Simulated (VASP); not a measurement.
Here is a VASP 6.6.1 calculation.

POSCAR

```
Al2O3
1.0
    3.0174825440      0.0000000000      0.0000000000
   -1.5087412720      2.6132165386      0.0000000000
    0.0000000000      0.0000000000      7.5746360022
Al O
2 3
Direct
    0.0000000000      0.0000000000      0.7220490000
    0.0000000000      0.0000000000      0.2779510000
    0.0000000000      0.0000000000      0.5000000000
    0.6666666667      0.3333333333      0.8005460000
    0.3333333333      0.6666666667      0.1994540000
```

Contents of INCAR.step1:

```
SYSTEM = Al2O3
PREC = Accurate ; ENCUT = 520
EDIFF = 1E-5 ; ISMEAR = -1
SIGMA = 0.05 ; LREAL = .False.
LASPH = .True. ; NELM = 100
ALGO = Normal ; ISIF = 2
LWAVE = .True. ; LCHARG = .False.
GGA = PE
```

The input INCAR.step2:

```
SYSTEM = Al2O3
PREC = Accurate ; ENCUT = 520
EDIFF = 1E-6 ; ISMEAR = -1
SIGMA = 0.05 ; LREAL = .False.
LASPH = .True. ; NELM = 100
ALGO = Normal ; ISIF = 2
LWAVE = .False. ; LCHARG = .False.
METAGGA = MBJ ; ISTART = 1
```

File KPOINTS:

```
regular mesh
0
Gamma
  7 7 3
  0 0 0
```

The input KPOINTS_OPT:

```
path GMKGALHA,LM,KH
20
line-mode
reciprocal
 0.0000000000  0.0000000000  0.0000000000  G
 0.5000000000  0.0000000000  0.0000000000  M

 0.5000000000  0.0000000000  0.0000000000  M
 0.3333333333  0.3333333333  0.0000000000  K

 0.3333333333  0.3333333333  0.0000000000  K
 0.0000000000  0.0000000000  0.0000000000  G

 0.0000000000  0.0000000000  0.0000000000  G
 0.0000000000  0.0000000000  0.5000000000  A

 0.0000000000  0.0000000000  0.5000000000  A
 0.5000000000  0.0000000000  0.5000000000  L

 0.5000000000  0.0000000000  0.5000000000  L
 0.3333333333  0.3333333333  0.5000000000  H

 0.3333333333  0.3333333333  0.5000000000  H
 0.0000000000  0.0000000000  0.5000000000  A

 0.5000000000  0.0000000000  0.5000000000  L
 0.5000000000  0.0000000000  0.0000000000  M

 0.3333333333  0.3333333333  0.0000000000  K
 0.3333333333  0.3333333333  0.5000000000  H
```

Potentials or basis: VASP PAW PBE potentials, release 64 (Al, O).

Command:

```sh
$ cat potpaw_PBE.64/Al/POTCAR potpaw_PBE.64/O/POTCAR > POTCAR
$ cp INCAR.step1 INCAR
$ mpirun -np 1 vasp_std > vasp.out
$ cp INCAR.step2 INCAR
$ mpirun -np 1 vasp_std > vasp.out
```

Predict the band gap on the k mesh.

4.10 eV, direct.

Estimate the band gap along the path.

4.10 eV, direct.

Levels at the corners of the path, in eV from the valence-band top:
| point | band 8 | band 9 | band 10 | band 11 | band 12 | band 13 | band 14 | band 15 | band 16 |
| --- | --- | --- | --- | --- | --- | --- | --- | --- | --- |
| Γ | -4.03 | -4.03 | -2.57 | 0.00 | 0.00 | 4.10 | 5.91 | 9.31 | 12.75 |
| M | -4.32 | -3.54 | -3.36 | -1.71 | -0.43 | 6.78 | 8.10 | 10.15 | 11.14 |
| M | -4.32 | -3.54 | -3.36 | -1.71 | -0.43 | 6.78 | 8.10 | 10.15 | 11.14 |
| K | -3.65 | -3.59 | -3.59 | -1.31 | -1.31 | 8.77 | 8.77 | 10.25 | 11.99 |
| K | -3.65 | -3.59 | -3.59 | -1.31 | -1.31 | 8.77 | 8.77 | 10.25 | 11.99 |
| Γ | -4.03 | -4.03 | -2.57 | 0.00 | 0.00 | 4.10 | 5.91 | 9.31 | 12.75 |
| Γ | -4.03 | -4.03 | -2.57 | 0.00 | 0.00 | 4.10 | 5.91 | 9.31 | 12.75 |
| A | -4.02 | -3.79 | -3.05 | 0.00 | 0.00 | 4.95 | 4.96 | 9.94 | 11.11 |
| A | -4.02 | -3.79 | -3.05 | 0.00 | 0.00 | 4.95 | 4.96 | 9.94 | 11.11 |
| L | -4.33 | -3.52 | -3.42 | -1.68 | -0.43 | 7.08 | 7.70 | 9.93 | 11.00 |
| L | -4.33 | -3.52 | -3.42 | -1.68 | -0.43 | 7.08 | 7.70 | 9.93 | 11.00 |
| H | -3.68 | -3.55 | -3.55 | -1.35 | -1.35 | 8.77 | 8.77 | 10.25 | 11.73 |
| H | -3.68 | -3.55 | -3.55 | -1.35 | -1.35 | 8.77 | 8.77 | 10.25 | 11.73 |
| A | -4.02 | -3.79 | -3.05 | 0.00 | 0.00 | 4.95 | 4.96 | 9.94 | 11.11 |
| L | -4.33 | -3.52 | -3.42 | -1.68 | -0.43 | 7.08 | 7.70 | 9.93 | 11.00 |
| M | -4.32 | -3.54 | -3.36 | -1.71 | -0.43 | 6.78 | 8.10 | 10.15 | 11.14 |
| K | -3.65 | -3.59 | -3.59 | -1.31 | -1.31 | 8.77 | 8.77 | 10.25 | 11.99 |
| H | -3.68 | -3.55 | -3.55 | -1.35 | -1.35 | 8.77 | 8.77 | 10.25 | 11.73 |
